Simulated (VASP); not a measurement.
## CaO (Lime): relaxation of cell and atoms with PBEsol

The system is CaO (Lime).

```
Ca O
1.0
     0.00000    2.38733    2.38733
     2.38733    0.00000    2.38733
     2.38733    2.38733    0.00000
Ca O
1 1
Direct
  0.00000 0.00000 0.00000
  0.50000 0.50000 0.50000
```

```yaml
Program: VASP 6.6.1
Task: relaxation of cell and atoms
Functional: PBEsol
Potentials_or_basis: VASP PAW PBE potentials, release 64 (Ca_sv, O)
Cutoff: 600 eV
k_mesh: 10 × 10 × 10
Occupations: gaussian, width 0.03 eV
Spin: no spin polarisation
Further_INCAR_settings: ALGO = Normal; EDIFF = 1e-07; IBRION = 2; EDIFFG = -0.005; NSW = 90; ISIF = 3
```

* Pressure after relaxing: 0.0 GPa
* Band gap on the k mesh: 3.53 eV, indirect (least direct gap 3.90 eV)

Final structure:
```yaml
crystal:
  lattice:
    - [0.00000, 2.38733, 2.38733]
    - [2.38733, 0.00000, 2.38733]
    - [2.38733, 2.38733, 0.00000]
  atoms:
    - { symbol: Ca, position: [0.00000, 0.00000, 0.00000] }
    - { symbol: O, position: [0.50000, 0.50000, 0.50000] }
```

Levels at points of the mesh, in eV from the valence-band top:
| k point | band 4 | band 5 | band 6 | band 7 | band 8 | band 9 | band 10 | band 11 | band 12 |
| --- | --- | --- | --- | --- | --- | --- | --- | --- | --- |
| (0.00, 0.00, 0.00) | -18.13 | -15.48 | 0.00 | 0.00 | 0.00 | 4.73 | 6.24 | 6.24 | 6.24 |
| (0.50, 0.00, 0.00) | -18.19 | -14.16 | -2.74 | -1.26 | -1.26 | 7.11 | 8.48 | 8.48 | 8.48 |
| (0.50, 0.50, 0.00) | -18.38 | -15.24 | -1.31 | -0.37 | -0.37 | 3.53 | 8.19 | 9.04 | 9.73 |

Wall time 8.8 s on 4 MPI ranks on Intel(R) Xeon(R) Platinum 8488C (Sapphire Rapids), with other jobs on the host, peak memory 0.15 GiB a rank.

Caveat: the relaxation stopped at its first step, so nothing moved; the PAW data sets were made with another functional, which shifts forces and pressure a little. A hybrid or GW would open this gap; PBEsol tends to underestimate it.
